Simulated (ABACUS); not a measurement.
Crystal: Co.

```
Co
1.0
     2.48736    0.00000    0.00000
    -1.24368    2.15412    0.00000
     0.00000    0.00000    4.06329
Co
2
Direct
  0.33333 0.66667 0.74014
  0.66667 0.33333 0.25986
```

This isn't the form of Co at room conditions, which is hcp.

```yaml
Program: ABACUS 3.10.1
Task: single point
Functional: PBE
Potentials_or_basis: PseudoDojo NC SR 0.4.1 PBE standard
Cutoff: 1320 eV
Density_cutoff: 5279 eV
Basis: plane waves
k_mesh: 12 × 12 × 7
Occupations: fermi-dirac, width 0.05 eV
Spin: collinear spin, ferromagnetic start
Starting_moments: "[2.0, 2.0] μB"
```

On this cell: pressure 1.2 GPa; largest force 0.490 eV/Å; net moment 3.31 μB per cell; band gap on the k mesh none (metal or under the smearing width).

The same run follows on a disturbed copy (atoms moved at random, drawn with an rms of 0.05 Å):

```xyz
2
Lattice="2.4874 0.0000 0.0000 -1.2437 2.1541 0.0000 0.0000 0.0000 4.0633" Properties=species:S:1:pos:R:3 pbc="T T T"
Co    0.0162    1.3996    2.9952
Co    1.2687    0.6904    1.0715
```

Task: What does the disturbed cell give?

Result: The energy (extrapolated to zero smearing) moves by +8.4 meV/atom; pressure 1.9 GPa; largest force 0.722 eV/Å; net moment 3.31 μB per cell; band gap on the k mesh none (metal or under the smearing width).

Forces on the atoms (eV/Å):
```
Co   0.023  0.022  0.721
Co  -0.023 -0.022 -0.721
```

Stress tensor (GPa, compression positive):
```
2.77 0.18 0.12
0.18 2.40 0.12
0.12 0.12 0.61
```
